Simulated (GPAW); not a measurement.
# HfN in GPAW: convergence with plane-wave cutoff (eV)

The system is HfN.

```
Hf N
1.0
     0.00000    2.45482    2.45482
     2.45482    0.00000    2.45482
     2.45482    2.45482    0.00000
Hf N
1 1
Direct
  0.00000 0.00000 0.00000
  0.25000 0.25000 0.25000
```

The cell comes from a database or a generator and needn't be the stable form of this composition.

```yaml
Program: GPAW 26.7.0
Task: convergence study
Functional: r2SCAN
Potentials_or_basis: GPAW PAW data sets (gpaw-data 1.2.1)
Cutoff: 300 eV
Basis: pw
k_mesh: 9 × 9 × 9
Occupations: fermi-dirac, width 0.05 eV
Spin: no spin polarisation
```

These are the settings of the first run; the series varies plane-wave cutoff (eV), with any setting tied to it.

Hardware: 1 thread of Arm Neoverse V2, on a shared host.

| plane-wave cutoff (eV) | energy less the tightest run, at zero smearing (meV/atom) | pressure (GPa) | SCF cycles | CPU time (s) | peak memory (GiB) |
| --- | --- | --- | --- | --- | --- |
| 300 | 2576.43 | -52.01 | 10 | 14 | 0.25 |
| 350 | 1547.95 | -39.72 | 10 | 16 | 0.25 |
| 400 | 912.22 | -28.90 | 10 | 27 | 0.26 |
| 500 | 288.79 | -13.44 | 10 | 31 | 0.26 |
| 600 | 82.78 | -5.93 | 10 | 25 | 0.27 |
| 700 | 21.84 | -2.87 | 10 | 54 | 0.29 |
| 800 | 5.68 | -1.80 | 10 | 56 | 0.29 |
| 1000 | 0.88 | -1.42 | 10 | 83 | 0.32 |
| 1200 | 0.00 | -1.41 | 10 | 94 | 0.34 |

Against the tightest run, the energy stays within 1 meV/atom from 1000 on; the pressure stays within 0.1 GPa from 1000 on. The tightest run that finished is the yardstick and may itself not be fully converged.

Caveat, for the tightest run too: the PAW data sets were made with another functional, which shifts forces and pressure a little. Spin-orbit coupling is left out, which matters for the levels of Hf.
